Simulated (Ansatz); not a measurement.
# Abstraction of H: SiH3(SH) + C4H9 → SiH2(SH) + C4H10

Species: SiH3(SH) (sulfanylsilane), singlet; C4H9 (1-butyl radical) `[CH2]CCC`, doublet; SiH2(SH), doublet; C4H10 (butane) `CCCC`, singlet. A radical takes H: the energy is the difference in strength between the Si–H bond broken and the C–H bond made.

Shapes, held fixed at every level: PBE0-D4/def2-TZVP. Flexible molecules stand in one conformer, not always the lowest. Programs: Ansatz 0.2.0. The zero-point and thermal change to 298 K, harmonic and unscaled (PBE0-D4/def2-TZVP), is +13.6 kJ/mol.

```json
{"level": "SPW92/def2-TZVPP", "kind": "LDA", "ΔH(298 K) (kJ/mol)": "-71.6"}
{"level": "BHLYP-D4/def2-TZVPP", "kind": "global hybrid", "ΔH(298 K) (kJ/mol)": "-38.2"}
{"level": "wB97M-V/def2-TZVPP", "kind": "range-separated hybrid", "ΔH(298 K) (kJ/mol)": "-44.5"}
{"level": "wB97X-V/def2-TZVPP", "kind": "range-separated hybrid", "ΔH(298 K) (kJ/mol)": "-44.0"}
{"level": "CCSD(T)/def2-SVP", "kind": "coupled cluster or CI", "ΔH(298 K) (kJ/mol)": "-52.5"}
{"level": "CCSD/def2-SVP", "kind": "coupled cluster or CI", "ΔH(298 K) (kJ/mol)": "-49.2"}
{"level": "MP2/def2-TZVPP", "kind": "perturbation theory", "ΔH(298 K) (kJ/mol)": "-54.4"}
```

MP2/def2-TZVPP gives ΔH(298 K) = -54.4 kJ/mol; the levels span -71.6 to -38.2. The median of the levels is -49.2. No measured value is set beside it here. Open shells run unrestricted unless RO is named.

Hydrogen transfer from silicon to the primary alkyl radical is exothermic at every level, from -38.2 to -71.6 kJ/mol, so the direction is secure though the magnitude is not. The driving force is the stronger C–H bond: carbon's compact 2s/2p valence orbitals overlap with hydrogen 1s better than the more diffuse 3s/3p orbitals of silicon. The vibrational contribution works against this, since the C–H bond formed is stiffer than the Si–H bond broken and carries more zero-point energy.

LDA gives the most exothermic value, probably because its errors for the two bonds cancel incompletely. Adding perturbative triples to CCSD changes the result only modestly, but the small basis keeps the coupled-cluster values from deciding between the hybrids and MP2. The exothermicity fits the use of silanes as hydrogen donors to alkyl radicals, but it does not establish Si–H as the preferred site in this molecule, because abstraction from the S–H group, typically a good hydrogen donor too, is not compared.
